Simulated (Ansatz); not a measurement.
# Cu: equal strain of all cell vectors

The task here is to estimate one member of a computed series from the others.

Computed with Ansatz 0.2.0 (DFT r2SCAN, scalar-relativistic, plane waves, PAW, unless a step's input says otherwise).

2 further runs of the same task are left out: 2 set aside as unsound or not needed.

## The system as given

Symmetry: I4/mmm, No. 139, tetragonal system. Conventional cell: a = 2.895 Å, b = 2.895 Å, c = 2.739 Å, α = 90.00°, β = 90.00°, γ = 90.00°. Around Cu (site symmetry 4/mmm) lie 10 Cu at 2.46 to 2.74 Å.

Coordinates:

```cif
data_structure
_symmetry_space_group_name_H-M 'I4/mmm'
_symmetry_Int_Tables_number 139
_cell_length_a 2.8954
_cell_length_b 2.8954
_cell_length_c 2.7386
_cell_angle_alpha 90.000
_cell_angle_beta 90.000
_cell_angle_gamma 90.000
_cell_volume 22.96
loop_
_atom_site_label
_atom_site_type_symbol
_atom_site_symmetry_multiplicity
_atom_site_Wyckoff_symbol
_atom_site_fract_x
_atom_site_fract_y
_atom_site_fract_z
_atom_site_occupancy
Cu1 Cu 2 a 0.00000 0.00000 0.00000 1
```

It goes back to an entry of the Materials Project, which need not be the stable form.

The unstrained cell was computed beforehand with the same settings: E(σ→0) = -13262.4038 eV for 2 atoms, gap none (metal).

The first run:

input.yaml reads:

```yaml
crystal:
  lattice:
    - [2.8664283932, 0.0, 0.0]
    - [0.0, 2.8664283932, 0.0]
    - [0.0, 0.0, 2.711241768]
  atoms:
    - { symbol: Cu, position: [0.0, 0.0, 0.0] }
    - { symbol: Cu, position: [0.5, 0.5, 0.5] }
basis:
  ecutwfc: 500
kpoints:
  mp_grid: { grid: [18, 18, 18] }
hamiltonian:
  xc: r2scan
scf:
  occupations: { method: gaussian, width: 0.1 }
output:
  forces: true
  stress: true
  eigenvalues: true
```

On the command line:

```console
ansatz run input.yaml --threads 1 --pin off --max-ram 2560MiB --backend cpu --events-out ev --progress --plain --runs-dir out
```

Steps of the session up to this table: Strain -1.0 %; The cell strained by +1.0 %; At -2.0 %; The cell strained by +2.0 %; Strain -3.0 %; The cell strained by +3.0 %.

One table of the session follows, with a row left open; its other results are not shown here.

It belongs to the step «Energy and stress against strain (a metal throughout)». Lengths are those of the vectors of the cell that was run; stresses in GPa:

| strain (%) | ΔE (meV/atom) | a (Å) | b (Å) | c (Å) |
| --- | --- | --- | --- | --- |
| -3.0 | 53.0 | 2.809 | 2.809 | 2.656 |
| -2.0 | 22.7 | 2.837 | 2.837 | 2.684 |
| -1.0 | ? | ? | ? | ? |
| +0.0 | 0.0 | 2.895 | 2.895 | 2.739 |
| +1.0 | 4.9 | 2.924 | 2.924 | 2.766 |
| +2.0 | 19.0 | 2.953 | 2.953 | 2.793 |
| +3.0 | 41.2 | 2.982 | 2.982 | 2.821 |

Estimate the missing values for strain (%) = -1.0.

Worked estimate for «ΔE (meV/atom)». A straight line through the neighbours (-2.0, 22.7) and (0.0, 0.0) gives 22.7 + (0.0 − 22.7) × (-1.0 + 2.0) / (0.0 + 2.0) = 11.3; a parabola fitted to 4 rows on both sides gives 5.5.

**Answer.** ΔE (meV/atom): 5.5; a (Å): 2.866; b (Å): 2.866; c (Å): 2.711. In «ΔE (meV/atom)» the line misses by +5.8 and the parabola by 0.0.

ΔE is over the unstrained cell. Stress in GPa, positive in compression, on the Cartesian axes of the input. 
